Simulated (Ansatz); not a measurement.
Set up this calculation in Ansatz 0.2.0, as the native input.

* Task: band structure
* Functional: PBEsol
* Potentials or basis: Ansatz PAW
* Cutoff: 420 eV (not typed: the program's choice for these potentials)
* k mesh: 5 × 5 × 3
* Occupations: fermi-dirac, width 0.05 eV
* Spin: spin-orbit coupling, no magnetisation
* Path: [["G", "M", "K", "G", "A", "L", "H", "A"], ["L", "M"], ["K", "H"]]
* Points for each segment of the path: 14

CdSe (Cadmoselite):

```
CELL_PARAMETERS angstrom
4.30000 0.00000 0.00000
-2.15000 3.72391 0.00000
0.00000 0.00000 7.02000
ATOMIC_POSITIONS crystal
Cd 0.66667 0.33333 0.50000
Cd 0.33333 0.66667 0.00000
Se 0.66667 0.33333 0.88500
Se 0.33333 0.66667 0.38500
```

These files were run (other wordings do the same):

input.yaml

```yaml
crystal:
  lattice:
    - [4.3, 0.0, 0.0]
    - [-2.15, 3.7239092363, 0.0]
    - [0.0, 0.0, 7.02]
  atoms:
    - { symbol: Cd, position: [0.6666666667, 0.3333333333, 0.5] }
    - { symbol: Cd, position: [0.3333333333, 0.6666666667, 0.0] }
    - { symbol: Se, position: [0.6666666667, 0.3333333333, 0.885] }
    - { symbol: Se, position: [0.3333333333, 0.6666666667, 0.385] }
hamiltonian:
  xc: pbesol
  pseudopotentials: { kind: paw_fr }
magnetization:
  noncollinear: true
  spin_orbit: true
kpoints:
  mp_grid: { grid: [5, 5, 3] }
  band_path:
    path:
      - [[0.0, 0.0, 0.0], [0.5, 0.0, 0.0], [0.3333333333, 0.3333333333, 0.0], [0.0, 0.0, 0.0], [0.0, 0.0, 0.5], [0.5, 0.0, 0.5], [0.3333333333, 0.3333333333, 0.5], [0.0, 0.0, 0.5]]
      - [[0.5, 0.0, 0.5], [0.5, 0.0, 0.0]]
      - [[0.3333333333, 0.3333333333, 0.0], [0.3333333333, 0.3333333333, 0.5]]
    npoints: 14
scf:
  occupations: { method: fermi_dirac, width: 0.05 }
  n_extra_bands: 10
output:
  forces: true
  stress: true
  eigenvalues: true
  fatbands: true
```

Potentials or basis: Ansatz PAW.

Launch:

```bash
$ ansatz run input.yaml --threads 2 --pin off --max-ram 5632MiB --backend cpu --events-out ev --progress --plain --runs-dir out
```

Results of the run:

- Pressure: 0.1 GPa
- Largest force: 0.268 eV/Å
- Band gap on the k mesh: 0.46 eV, direct
- Band gap along the path: 0.46 eV, direct

Caveat: the PAW data sets come from PBE, with cores solved anew for the run's functional, which leaves a small shift of forces and pressure.

It took 3.1 min on 2 threads of Intel(R) Xeon(R) Processor @ 2.50GHz (Skylake/Cascade Lake), with other jobs on the host, peak memory 1.4 GiB.
